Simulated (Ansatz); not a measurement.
# AlN: energy against volume in PBE, exact exchange and the RPA

An exercise on one series of results from a longer session: the logs are not shown, and one member is left open.

The runs shown are made with Ansatz 0.2.0. PBE orbitals, norm-conserving pseudopotentials, plane waves. Computed at 0 K without zero-point motion; spin polarisation is off.

### The structure to begin with

The cell was relaxed beforehand with r2SCAN; volume changes: +0 %, -5 %, +5 %, -10 %, +10 %.

The symmetry is F-43m (No. 216, cubic); a = 4.370 Å in the conventional setting, 10.43 Å³ an atom. Al has 4 N at 1.89 Å; N has 4 Al at 1.89 Å.

Structure file:

```xyz
2
Lattice="0.0000 2.1849 2.1849 2.1849 0.0000 2.1849 2.1849 2.1849 0.0000" Properties=species:S:1:pos:R:3 pbc="T T T"
Al    0.0000    0.0000    0.0000
N     1.0924    1.0924    1.0924
```

Set-up of the first run:

Contents of input.yaml:

```yaml
crystal:
  lattice:
    - [0.0, 2.1848763069, 2.1848763069]
    - [2.1848763069, 0.0, 2.1848763069]
    - [2.1848763069, 2.1848763069, 0.0]
  atoms:
    - { symbol: Al, position: [0.0, 0.0, 0.0] }
    - { symbol: "N", position: [0.25, 0.25, 0.25] }
kpoints:
  mp_grid: { grid: [6, 6, 6] }
hamiltonian:
  xc: pbe
  pseudopotentials: { kind: nc }
scf:
  occupations: { method: fixed }
output:
  rpa_energy:
    ecut_chi_ladder: [317, 355, 394, 437, 480]
    long_wavelength: optical_limit
basis:
  ecutwfc: 1240.0
```

Among the steps run: The unscaled cell; Volume -5 %; Volume +5 %; Volume -10 %; Volume +10 %.

One of the session's tables, all rows but one given; the rest of the session is left out.

Energies in meV/atom from the unscaled cell:

| volume (Å³/atom) | PBE | exact exchange | EXX+RPA | RPA correlation |
| --- | --- | --- | --- | --- |
| 9.387 | 109.9 | 53.0 | 84.9 | 31.9 |
| 9.908 | 33.1 | 3.6 | 20.8 | 17.2 |
| 10.430 | 0.0 | 0.0 | 0.0 | 0.0 |
| 10.951 | ? | ? | ? | ? |
| 11.473 | 29.2 | 93.6 | 52.6 | -41.0 |

Q: Estimate the row for volume (Å³/atom) = 10.951 from the others.

Worked estimate for «PBE». A straight line through the neighbours (10.430, 0.0) and (11.473, 29.2) gives 0.0 + (29.2 − 0.0) × (10.951 − 10.430) / (11.473 − 10.430) = 14.6; a parabola fitted to 3 rows on both sides gives -1.3.

**Answer.** PBE: 1.2; exact exchange: 32.5; EXX+RPA: 12.9; RPA correlation: -19.6. In «PBE» the line misses by +13.4 and the parabola by -2.5.
